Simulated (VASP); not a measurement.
# HPb in VASP: notebook, part 2 of 2

VASP 6.6.1. Earlier steps stand in the parts before.

### 4 Single point, PBE

INCAR reads:

```
SYSTEM = HPb
PREC = Accurate ; ENCUT = 520
EDIFF = 1E-7 ; ISMEAR = -1
SIGMA = 0.05 ; LREAL = .FALSE.
LASPH = .TRUE. ; NELM = 80
ALGO = Fast ; ISIF = 2
LWAVE = .FALSE. ; LCHARG = .FALSE.
GGA = PE ; NBANDS = 48
```

KPOINTS reads:

```
Automatic mesh
0
G
  4 4 1
  0 0 0
```

POSCAR reads:

```
HPb
1.0
   -3.3950910000      0.0000000000      0.0000000000
   -0.2272600000      3.4152100000      0.0000000000
    0.0000000000      0.0000000000    -28.7604160000
H Pb
5 5
Direct
    0.9929515890      0.8629235098      0.9423798668
    0.8971616628      0.1849930165      0.8576317533
    0.1515306219      0.0139080759      0.7599011781
    0.1503923132      0.1239039473      0.6312381921
    0.8454234116      0.1490081137      0.5118712122
    0.5411796528      0.5183086838      0.9174065146
    0.5270148597      0.5977980856      0.7954252470
    0.5154167974      0.5489618501      0.6746249776
    0.4861429429      0.6011021284      0.5616965346
    0.4692004191      0.6296043289      0.4426418589
```

Potentials or basis: VASP PAW PBE potentials, release 64 (H, Pb_d).

Run with:

```
$ cat potpaw_PBE.64/H/POTCAR potpaw_PBE.64/Pb_d/POTCAR > POTCAR
$ mpirun -np 1 vasp_std > vasp.out
```

OUTCAR:

```text
SYSTEM = HPb
   PREC = Accurate
   ENCUT = 520
   EDIFF = 1E-7
   ISMEAR = -1
   LREAL = .FALSE.
   LASPH = .TRUE.
   NELM = 80
   ISIF = 2
   GGA = PE

 ion  position               nearest neighbor table
   1  0.993  0.863  0.942-   6 2.12   6 2.25
   2  0.897  0.185  0.858-   6 2.35
   3  0.152  0.014  0.760-   7 2.11
   4  0.150  0.124  0.631-   8 2.33
   5  0.845  0.149  0.512-   9 2.38
   6  0.541  0.518  0.917-   1 2.12   1 2.25   2 2.35   7 3.52
   7  0.527  0.598  0.795-   3 2.11   8 3.48   6 3.52
   8  0.515  0.549  0.675-   4 2.33   9 3.25   7 3.48
   9  0.486  0.601  0.562-   5 2.38   8 3.25  10 3.43
  10  0.469  0.630  0.443-   9 3.43

  LATTYP: Found a simple monoclinic cell.
 ALAT       =     3.3950910000
 B/A-ratio  =     8.4711767667
 C/A-ratio  =     1.0081505871
 COS(beta)  =    -0.0663966512

  Lattice vectors:
[... 185 lines left out ...]
 cond. band min:       1.5537723455   @ k =   0.5000   0.5000   0.0000
 fundamental gap:      0.0399260277
 Fermi energy:         1.5494175784

 k-point     1 :       0.0000    0.0000    0.0000
  band No.  band energies     occupation
      1     -15.9569      2.00000
      2     -15.8831      2.00000
      3     -15.8260      2.00000
      4     -15.8065      2.00000
      5     -15.7839      2.00000
      6     -15.7811      2.00000
[... 499 lines left out ...]
     47       3.4013      0.00000
     48       4.3998      0.00000

------------------------ aborting loop because EDIFF is reached ----------------------------------------

  FORCE on cell =-STRESS in cart. coord.  units (eV):
  Direction    XX          YY          ZZ          XY          YZ          ZX
  --------------------------------------------------------------------------------------
  -------------------------------------------------------------------------------------
  Total       -0.7567821     -1.1593110     -4.2805375      0.9781760      1.0701828      0.2937874
  in kB       -3.6359463     -5.5698890    -20.5657660      4.6996293      5.1416744      1.4114965
  external PRESSURE =      -9.9238671 kB  Pullay stress =       0.0000000 kB

 VOLUME and BASIS-vectors are now :
 -----------------------------------------------------------------------------
  energy-cutoff  :      520.00
  volume of cell :      333.48
      direct lattice vectors                 reciprocal lattice vectors
    -3.395091000  0.000000000  0.000000000    -0.294542915 -0.019599914  0.000000000
    -0.227260000  3.415210000  0.000000000     0.000000000  0.292807763  0.000000000
     0.000000000  0.000000000-28.760416000     0.000000000  0.000000000 -0.034770012

 POSITION                                       TOTAL-FORCE (eV/Angst)
 -----------------------------------------------------------------------------------
     -3.56727      2.94706    -27.10324         0.068693      0.020512     -0.050120
     -3.08799      0.63179    -24.66585         0.056395      0.217631     -0.200468
     -0.51762      0.04750    -21.85507         0.007685      0.056575     -0.059133
     -0.53875      0.42316    -18.15467        -0.167470      0.032958     -0.334793
     -2.90415      0.50889    -14.72163         0.432635      0.317439     -0.074108
     -1.95515      1.77013    -26.38499        -0.093268     -0.277502      0.498691
     -1.92512      2.04161    -22.87676         0.045374     -0.031296     -0.154514
     -1.87464      1.87482    -19.40249        -0.066814     -0.101964      0.310326
     -1.78711      2.05289    -16.15463        -0.210178     -0.146889      0.719080
     -1.73606      2.15023    -12.73056        -0.073052     -0.087464     -0.654960
 -----------------------------------------------------------------------------------
    total drift:                                0.000187      0.000033     -0.000390

  FREE ENERGIE OF THE ION-ELECTRON SYSTEM (eV)
  ---------------------------------------------------
  free  energy   TOTEN  =       -28.4608344297 eV

  energy  without entropy=      -28.4213050772  energy(sigma->0) =      -28.44106975
```

OSZICAR:

```text
N       E                     dE             d eps       ncg     rms          rms(c)
DAV:   1     0.840625129778E+03    0.84063E+03   -0.34092E+04   968   0.150E+03
DAV:   2     0.597835452302E+02   -0.78084E+03   -0.76591E+03   976   0.433E+02
DAV:   3    -0.255405213174E+02   -0.85324E+02   -0.83915E+02  1184   0.186E+02
DAV:   4    -0.299064991425E+02   -0.43660E+01   -0.43406E+01  1096   0.513E+01
[... 17 lines left out ...]
RMM:  22    -0.284608274332E+02   -0.11615E-04   -0.51731E-07   855   0.216E-03    0.297E-04
RMM:  23    -0.284608326746E+02   -0.52414E-05   -0.32770E-07   816   0.160E-03    0.117E-04
RMM:  24    -0.284608340670E+02   -0.13924E-05   -0.97052E-08   763   0.109E-03    0.611E-05
RMM:  25    -0.284608343443E+02   -0.27729E-06   -0.21984E-08   713   0.863E-04    0.392E-05
RMM:  26    -0.284608344297E+02   -0.85382E-07   -0.10778E-08   620   0.631E-04
   1 F= -.28460834E+02 E0= -.28441070E+02  d E =-.395294E-01
```

stdout:

```text
POSCAR found type information on POSCAR H Pb
 POSCAR found :  2 types and      10 ions
 scaLAPACK will be used
 LDA part: xc-table for (Slater+PW92), standard interpolation
 POSCAR, INCAR and KPOINTS ok, starting setup
 FFT: planning ... GRIDC
 FFT: planning ... GRID_SOFT
 FFT: planning ... GRID
 WAVECAR not read
 entering main loop
```

It took 13 min on 1 thread of Intel Xeon Platinum 8375C at 2.90GHz (Ice Lake), shared host; peak memory 0.47 GiB.

Results:

```
Free energy            : -28.4608 eV
Largest force          : 0.763 eV/Å
Band gap on the k mesh : none (metal or under the smearing width)
```

Forces in eV/Å, atoms in the order of the input:
```
H    0.069  0.021 -0.050
H    0.056  0.218 -0.200
H    0.008  0.057 -0.059
H   -0.167  0.033 -0.335
H    0.433  0.317 -0.074
Pb  -0.093 -0.278  0.499
Pb   0.045 -0.031 -0.155
Pb  -0.067 -0.102  0.310
Pb  -0.210 -0.147  0.719
Pb  -0.073 -0.087 -0.655
```

Caveat: the k mesh is coarse (spacing up to 0.46 Å⁻¹), so the values aren't converged. Spin-orbit coupling is left out, which matters for the levels of Pb.

### 5 Molecular dynamics, PBE

INCAR reads:

```
ALGO     = Fast           # electronic algorithm
EDIFF    = 1E-5           # SCF threshold, eV
ENCUT    = 520            # plane-wave cutoff, eV
GGA      = PE             # functional
IBRION   = 0              # ionic algorithm
ISIF     = 2              # what is computed and relaxed
ISMEAR   = -1             # smearing method
ISYM     = 0            
LANGEVIN_GAMMA= 10 10        
LASPH    = True           # aspherical terms in the spheres
LCHARG   = False          # write CHGCAR
LREAL    = False          # projectors in reciprocal space
LWAVE    = False          # write WAVECAR
MDALGO   = 3            
NELM     = 80             # most SCF steps
NELMIN   = 4            
NSW      = 20             # ionic steps
POTIM    = 0.5            # step
PREC     = Accurate       # precision mode
RANDOM_SEED= 505156 0 0   
SIGMA    = 0.05           # smearing width, eV
TEBEG    = 1200.0       
TEEND    = 1200.0
```

KPOINTS reads:

```
k-points
0
Gamma
  4 4 1
```

POSCAR reads:

```
HPb
1.0
   -3.3950910000      0.0000000000      0.0000000000
   -0.2272600000      3.4152100000      0.0000000000
    0.0000000000      0.0000000000    -28.7604160000
H Pb
5 5
Direct
    0.9915490000      0.0084700000      0.9729140000
    0.0036480000      0.0325950000      0.8535180000
    0.9540860000      0.0321190000      0.7408760000
    0.0102400000      0.1028380000      0.6206690000
    0.9848540000      0.0834080000      0.5037200000
    0.5330610000      0.5214500000      0.9169130000
    0.5278510000      0.5946110000      0.7954590000
    0.5183040000      0.5486600000      0.6747030000
    0.4862760000      0.5964180000      0.5616100000
    0.4767530000      0.6316700000      0.4434500000
```

Run with:

```
$ cat potpaw_PBE.64/H/POTCAR potpaw_PBE.64/Pb_d/POTCAR > POTCAR
$ mpirun -np 1 vasp_std > vasp.out
```

Run time: 43 min. Hardware: 1 thread of Intel Xeon Platinum 8375C at 2.90GHz (Ice Lake), shared host; peak memory 0.65 GiB.

The path:
```tsv
step	potential energy change (eV)	largest force (eV/Å)	pressure (GPa)	volume (Å³)	temperature (K)
1	0.0000	0.9859	-2.69	333.48	1298
2	0.0102	0.9997	-2.70	333.48	1258
3	0.0141	1.0102	-2.67	333.48	1236
4	0.0141	1.0199	-2.66	333.48	1225
5	0.0081	1.0264	-2.64	333.48	1235
6	-0.0041	1.0311	-2.62	333.48	1240
7	-0.0218	1.0321	-2.59	333.48	1235
8	-0.0414	1.0334	-2.56	333.48	1236
9	-0.0669	1.0312	-2.52	333.48	1258
10	-0.1008	1.0266	-2.47	333.48	1284
11	-0.1403	1.0189	-2.42	333.48	1353
12	-0.1870	1.0088	-2.36	333.48	1435
13	-0.2382	0.9966	-2.29	333.48	1482
14	-0.2975	0.9823	-2.21	333.48	1503
15	-0.3585	0.9670	-2.13	333.48	1513
16	-0.4271	0.9468	-2.04	333.48	1527
17	-0.4999	0.9229	-1.94	333.48	1522
18	-0.5761	0.8933	-1.84	333.48	1542
19	-0.6525	0.8601	-1.74	333.48	1585
20	-0.7290	0.8216	-1.63	333.48	1597
```

Caveat: the k mesh is coarse (spacing up to 0.46 Å⁻¹), so the values aren't converged. Spin-orbit coupling is left out, which matters for the levels of Pb.
